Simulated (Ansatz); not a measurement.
# Co: input and output of an SCF run

The cell (2 atoms) is Co as an experimental structure (space group Fm-3m, primitive cell doubled). The computed pressure is over 10 GPa in size, so the cell is far from the computed equilibrium volume. Source: COD entry 9012940; it may be a high-temperature, high-pressure or metastable form.

Level of theory: DFT, PBE, PAW, plane waves, scalar-relativistic (Ansatz development build ahead of 0.2.0).

The input:

```yaml
crystal:
  lattice:
    - [3.5979, 1.79895, 1.79895]
    - [1.79895, 3.5979, 1.79895]
    - [1.79895, 1.79895, 3.5979]
  atoms:
    - { symbol: Co, position: [0.0, 0.0, 0.0], spin: 3.0 }
    - { symbol: Co, position: [0.5, 0.5, 0.5], spin: 3.0 }
magnetization:
  spin_polarized: true
hamiltonian:
  xc: pbe
  pseudopotentials: { kind: paw }
basis:
  ecutwfc: 420
kpoints:
  mp_grid: { grid: [11, 11, 11] }
scf:
  occupations: { method: gaussian, width: 0.1 }
output:
  forces: true
  stress: true
```

Program output, abridged:

```
basis.fft_grid_basis auto: the FFT boxes are laid along the combinations [[1, 0, -1], [0, 1, -1], [0, 0, 1]] of the cell's own vectors, 2.544, 2.544 and 4.407 Å long. The dense box has 18×18×30 points. Along the cell's own vectors, as sized, it would have 30×30×30, 2.78 times as many. [...]
Pseudopotentials: kind: paw
Pseudopotential: Co, paw, valence charge 17, recommended cutoff 420 eV (normal), Co.paw.azcp
Functional definition: PBE
Crystal: 2 atoms, lattice volume = 23.287 Å³
Basis set: ecut = 420 eV, 487 PW (Γ), FFT grids on a1−a3, a2−a3, a3, exchange–correlation on 36×36×60 points (8 copies of the dense FFT grid, shifted against one another)
Bands: 24, of which v1, the nominal top of the filled ones, is band 17 counted from 1 (16 counted from 0)
Symmetry: 24 space group operations
Space group: Fm-3m (ITA 225), of the structure as read, at distance tolerance 2.9e-5 Å
Magnetic group: BNS 225.116 (UNI 1618), of the structure as read, at distance tolerance 2.9e-5 Å
k-points: 146 of 1331
Non-local potential: Co, projectors of the file, l = 0: 3, l = 1: 2, l = 2: 3, l = 3: 1
Initial density: superposition of atomic densities (chi_scale 0.1, normalization cell)
Starting moments: Σ|m| = 6 μB on 2 of 2 sites
Initial wavefunctions: pseudopotential atomic-orbital guess
Functional: x = pbe(κ = 0.804, μ = 0.2195149727645171), c = pbe(β = 0.06672455060314922)
SCF iter   1: F=—  HF=-10251.869457 eV  |F-HF|=—  |Δ(HF+E_count)|=         —  Δρ=1.53e-1 (↑1.53e-1 ↓5.48e-2)  dr2=1.89e0  dr2_m=2.07e0  M=3.903 μB ∫|m|=4.057 μB  β_m=0.30  ethr=3.10e-3  ⟨swp⟩=5.3  Hψ=25844  notcnv=0
Mixer restart at iter 1: flushing history
preconditioner: auto → none  [metal: Δε(μ)=0.009 eV  Ē_g=9.897 eV  σ=0.100 eV  W_gap=0.05  n_scr=8 (ndim 8)  ℏωp=32.6 eV  f_vac=0.000  D(μ)=2.00/eV (n_scr^D=28)  sad-step TF]
SCF iter   2: F=—  HF=-10251.206494 eV  |F-HF|=—  |Δ(HF+E_count)|=   6.63e-1  Δρ=8.05e-2 (↑8.05e-2 ↓6.14e-2)  dr2=1.28e-1  dr2_m=1.06e0  M=3.825 μB ∫|m|=4.023 μB  β_m=0.49  ethr=3.10e-3  ⟨swp⟩=2.6  Hψ=12521  notcnv=0  defer=521
SCF iter   3: F=—  HF=-10252.077766 eV  |F-HF|=—  |Δ(HF+E_count)|=   8.71e-1  Δρ=5.36e-2 (↑5.36e-2 ↓1.71e-2)  dr2=2.43e-1  dr2_m=2.38e-1  M=3.614 μB ∫|m|=3.891 μB  β_m=0.50  ethr=3.76e-4  ⟨swp⟩=2.2  Hψ=13029  notcnv=0  defer=499
SCF iter   4: F=—  HF=-10252.198176 eV  |F-HF|=—  |Δ(HF+E_count)|=   1.20e-1  Δρ=1.62e-2 (↑2.49e-3 ↓1.62e-2)  dr2=3.74e-2  dr2_m=1.38e-2  M=3.415 μB ∫|m|=3.749 μB  β_m=0.75  ethr=3.76e-4  ⟨swp⟩=2.7  Hψ=12762  notcnv=0  defer=507
SCF iter   5: F=—  HF=-10252.176562 eV  |F-HF|=—  |Δ(HF+E_count)|=   2.16e-2  Δρ=3.05e-2 (↑6.02e-3 ↓3.05e-2)  dr2=1.18e-1  dr2_m=5.53e-2  M=3.279 μB ∫|m|=3.624 μB  β_m=0.61  ethr=1.10e-4  ⟨swp⟩=2.0  Hψ=13528  notcnv=0  defer=498  recentre
SCF iter   6: F=—  HF=-10252.211241 eV  |F-HF|=—  |Δ(HF+E_count)|=   3.47e-2  Δρ=8.06e-3 (↑1.24e-3 ↓8.06e-3)  dr2=8.61e-3  dr2_m=3.65e-3  M=3.374 μB ∫|m|=3.708 μB  β_m=0.80  ethr=1.10e-4  ⟨swp⟩=2.0  Hψ=15445  notcnv=0  defer=499
SCF iter   7: F=—  HF=-10252.214096 eV  |F-HF|=—  |Δ(HF+E_count)|=   2.86e-3  Δρ=1.33e-3 (↑2.65e-4 ↓1.33e-3)  dr2=1.99e-4  dr2_m=1.17e-4  M=3.348 μB ∫|m|=3.683 μB  β_m=0.90  ethr=2.53e-5  ⟨swp⟩=2.3  Hψ=11008  notcnv=0  defer=485
SCF iter   8: F=—  HF=-10252.214244 eV  |F-HF|=—  |Δ(HF+E_count)|=   1.48e-4  Δρ=5.39e-5 (↑4.63e-5 ↓5.39e-5)  dr2=1.17e-6  dr2_m=2.12e-7  M=3.343 μB ∫|m|=3.677 μB  β_m=0.95  ethr=5.84e-7  ⟨swp⟩=2.2  Hψ=11519  notcnv=0  defer=484
SCF iter   9: F=—  HF=-10252.214246 eV  |F-HF|=—  |Δ(HF+E_count)|=   2.10e-6  Δρ=4.44e-5 (↑4.44e-5 ↓2.63e-5)  dr2=6.52e-7  dr2_m=2.28e-8  M=3.342 μB ∫|m|=3.677 μB  β_m=0.98  ethr=3.46e-9  ⟨swp⟩=2.0  Hψ=12047  notcnv=0  defer=484
SCF iter  10: F=—  HF=-10252.214246 eV  |F-HF|=—  |Δ(HF+E_count)|=   3.84e-8  Δρ=1.52e-5 (↑8.38e-6 ↓1.52e-5)  dr2=7.46e-8  dr2_m=3.72e-9  M=3.342 μB ∫|m|=3.677 μB  β_m=0.99  ethr=1.92e-9  ⟨swp⟩=1.0  Hψ=7039  notcnv=0  defer=484
SCF iter  11: F=-10252.214246 eV  HF=-10252.214246 eV  |F-HF|=1.31e-10  |Δ(HF+E_count)|=   3.81e-9  Δρ=2.94e-6 (↑1.49e-6 ↓2.94e-6)  dr2=3.77e-10  dr2_m=1.02e-9  M=3.342 μB ∫|m|=3.677 μB  ethr=2.19e-10  ⟨swp⟩=2.5  Hψ=21741  notcnv=0
SCF 1 converged in 11 iterations: F = -10252.214246 eV  dr2 = 3.77e-10
  greatest PAW one-centre occupation: 1.001 electrons in one spin orbital (limit 2), on the Co atom at site 1 (counted from 0), in its partial waves of l = 1
SCF converged after 11 iterations
Magnetization: 3.3423 μB (18.6711 up, 15.3289 down)
Absolute magnetization: 3.6774 μB (∫|ρ↑−ρ↓|, with the PAW one-centre terms)
Spin contamination: 0.0598 ħ² per cell (⟨S²⟩ above its minimum at these occupations)
Per-site moments (μB) at R_I (Å): [(1.7470, 1.0494), (1.7470, 1.0494)]
Free energy (F): -10252.214246 eV
Harris-Foulkes:  -10252.214246 eV  (|F-HF|=1.31e-10)
Internal energy: -10252.199321 eV  (E = F + TS)
E sigma→0 (E₀):  -10252.206783 eV
Entropy (-TS):   -0.014925 eV (-7.463 meV/atom)
Fermi energy:    17.298431 eV
--- Per-component energies (eV) ---
  E_band       = -537.112306
  E_kinetic    = 902.926343
  E_local      = -5864.556646  (includes V_loc(G=0)·N_el)
  E_nonlocal   = 908.880956
  E_hartree    = 2450.098589
  E_xc         = -316.441442
  E_vxc        = -408.228683  (∫ρ·V_xc dr)
  E_paw        = -3030.043738  (= ΣΔE_a)
  E_vpaw       = -976.329677  (= ΣTr[D̂ρ^β])
  E_aug_tail   = 0.000143  (compensation charges beyond the density's cutoff)
  E_ewald      = -5303.063525
  E_smearing   = -0.014925  (= −TS)
  E_closure    = -0.000000  (closes the sum)
  Σ components = -10252.214246   (vs F -10252.214246, Δ=0.00e0)
--- Forces (eV/Å), atoms counted from 1 ---
  atom   1  Co     0.00000000     0.00000000     0.00000000
  atom   2  Co     0.00000000     0.00000000     0.00000000
  max |Σ_I F_I| component: 1.33e-28 eV/Å
--- Stress (GPa, compression-positive) ---
      -12.206878       0.015951       0.015951
        0.015951     -12.206878       0.015951
        0.015951       0.015951     -12.206878
  P = ⅓ Tr σ = -12.2069 GPa (-122.069 kbar)
```

Among 14 converged runs of this cell from various starts and settings, this end is the lowest found.

The run took 7.8 s on 2 threads of Arm Neoverse V1, on a shared host, peak memory 0.4 GiB.
